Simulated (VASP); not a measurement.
# HgTe (Coloradoite) (F-43m) in VASP: further runs, part 2 of 2

VASP 6.6.1.

## Step 4: Relaxation of the atoms, PBE (a relaxed cell with its volume scaled by 1.04)

The input, INCAR:

```
SYSTEM = HgTe
ALGO = Normal
EDIFF = 1E-7
EDIFFG = -0.01
ENCUT = 600
GGA = PE
IBRION = 2
ISIF = 2
ISMEAR = 0
LASPH = .True.
LCHARG = .False.
LREAL = .False.
LWAVE = .False.
NELM = 80
NSW = 40
PREC = Accurate
SIGMA = 0.03
```

The input, KPOINTS:

```
k-points
0
Gamma
  10 10 10
  0 0 0
```

The input, POSCAR:

```
HgTe                                    
1.0
    0.0000000000      3.3713884368      3.3713884368
    3.3713884368      0.0000000000      3.3713884368
    3.3713884368      3.3713884368     -0.0000000000
  Hg              Te            
     1     1
Direct
     1.0000000000000000    0.0000000000000000    1.0000000000000000
     0.2500000000000000    0.2500000000000000    0.2500000000000000
```

Potentials or basis: VASP PAW PBE potentials, release 64 (Hg, Te).

Command:

```sh
$ cat potpaw_PBE.64/Hg/POTCAR potpaw_PBE.64/Te/POTCAR > POTCAR
$ mpirun -np 1 vasp_std > vasp.out
```

OUTCAR:

```text
SYSTEM = HgTe
   EDIFF = 1E-7
   EDIFFG = -0.01
   ENCUT = 600
   GGA = PE
   IBRION = 2
   ISIF = 2
   ISMEAR = 0
   LASPH = .True.
   LREAL = .False.
   NELM = 80
   NSW = 40
   PREC = Accurate

 ion  position               nearest neighbor table
   1  0.000  0.000  0.000-   2 2.92   2 2.92   2 2.92   2 2.92
   2  0.250  0.250  0.250-   1 2.92   1 2.92   1 2.92   1 2.92

  LATTYP: Found a face centered cubic cell.
 ALAT       =     6.7427768736

  Lattice vectors:

 A1 = (   0.0000000000,   3.3713884368,   3.3713884368)
 A2 = (   3.3713884368,   0.0000000000,   3.3713884368)
 A3 = (   3.3713884368,   3.3713884368,   0.0000000000)

Analysis of symmetry for initial positions (statically):
=====================================================================
 Subroutine PRICEL returns:
 Original cell was already a primitive cell.

 Routine SETGRP: Setting up the symmetry group for a
 face centered cubic supercell.

 Subroutine GETGRP returns: Found 24 space group operations
 (whereof 24 operations were pure point group operations)
 out of a pool of 48 trial point group operations.
[... 179 lines left out ...]
      5      -4.4563      2.00000
      6      -4.4563      2.00000
      7       0.8400      2.00000
      8       1.8510      1.33337
      9       1.8510      1.33337
     10       1.8510      1.33337
     11       6.2827      0.00000
     12       6.2827      0.00000
     13       6.2827      0.00000
[... 354 lines left out ...]
  band No.  band energies     occupation
      1      -8.8649      2.00000
      2      -4.7006      2.00000
      3      -4.6626      2.00000
      4      -4.6238      2.00000
      5      -4.4223      2.00000
      6      -4.3658      2.00000
      7      -2.2611      2.00000
      8       0.2627      2.00000
      9       0.4140      2.00000
     10       3.8531      0.00000
     11       5.0657      0.00000
     12       8.2343      0.00000
     13       8.8224      0.00000

 [... further k-points ...]

------------------------ aborting loop because EDIFF is reached ----------------------------------------

  FORCE on cell =-STRESS in cart. coord.  units (eV):
  Direction    XX          YY          ZZ          XY          YZ          ZX
  --------------------------------------------------------------------------------------
  -------------------------------------------------------------------------------------
  Total       -0.5803465     -0.5803465     -0.5803465      0.0000000      0.0000000      0.0000000
  in kB      -12.1322572    -12.1322572    -12.1322572      0.0000000      0.0000000      0.0000000
  external PRESSURE =     -12.1322572 kB  Pullay stress =       0.0000000 kB

 VOLUME and BASIS-vectors are now :
 -----------------------------------------------------------------------------
  energy-cutoff  :      600.00
  volume of cell :       76.64
      direct lattice vectors                 reciprocal lattice vectors
     0.000000000  3.371388437  3.371388437    -0.148306850  0.148306850  0.148306850
     3.371388437  0.000000000  3.371388437     0.148306850 -0.148306850  0.148306850
     3.371388437  3.371388437  0.000000000     0.148306850  0.148306850 -0.148306850

 POSITION                                       TOTAL-FORCE (eV/Angst)
 -----------------------------------------------------------------------------------
      0.00000      0.00000      0.00000        -0.000000     -0.000000      0.000000
      1.68569      1.68569      1.68569         0.000000      0.000000     -0.000000
 -----------------------------------------------------------------------------------
    total drift:                                0.000000      0.000000      0.000000

  FREE ENERGIE OF THE ION-ELECTRON SYSTEM (eV)
  ---------------------------------------------------
  free  energy   TOTEN  =        -3.6400570667 eV

  energy  without entropy=       -3.6400107780  energy(sigma->0) =       -3.64003392

 reached required accuracy - stopping structural energy minimisation
```

CONTCAR:

```text
HgTe
   1.00000000000000
     0.0000000000000000    3.3713884368000002    3.3713884368000002
     3.3713884368000002    0.0000000000000000    3.3713884368000002
     3.3713884368000002    3.3713884368000002    0.0000000000000000
  Hg              Te
     1     1
Direct
     0.0000000000000000    0.0000000000000000    0.0000000000000000
     0.2500000000000000    0.2500000000000000    0.2500000000000000

  0.00000000E+00  0.00000000E+00  0.00000000E+00
  0.00000000E+00  0.00000000E+00  0.00000000E+00
```

Run time: 47 s. Hardware: 1 thread of Intel Xeon Platinum 8259CL at 2.50GHz (Skylake/Cascade Lake), shared host; peak memory 0.27 GiB.

Results:

| Quantity | Value |
| --- | --- |
| Free energy | -3.6401 eV |
| Pressure after relaxing | -1.2 GPa |
| Band gap on the k mesh | none (metal or under the smearing width) |

Final structure:
```
Hg Te
1.0
     0.00000    3.37139    3.37139
     3.37139    0.00000    3.37139
     3.37139    3.37139    0.00000
Hg Te
1 1
Direct
  0.00000 0.00000 0.00000
  0.25000 0.25000 0.25000
```

Caveat: the relaxation stopped at its first step, so nothing moved. Spin-orbit coupling is left out, which matters for the levels of Hg, Te.

## Step 5: Summary

```tsv
cell	gap on the mesh (eV)	pressure (GPa)
atoms relaxed	none	0.0
atoms relaxed from: a relaxed cell with its volume scaled by 1.02	none	-0.6
atoms relaxed from: a relaxed cell with its volume scaled by 1.04	none	-1.2
```

Alike in all rows: task relaxation of the atoms; level PBE; potentials or basis VASP PAW PBE potentials, release 64 (Hg, Te); no spin polarisation; k mesh 10 × 10 × 10; cutoff (eV) 600; smearing gaussian 0.03 eV.

Caveats: the relaxation stopped at its first step, so nothing moved.

Total energies depend on the potentials used, so only differences within one code and one set of settings carry meaning.
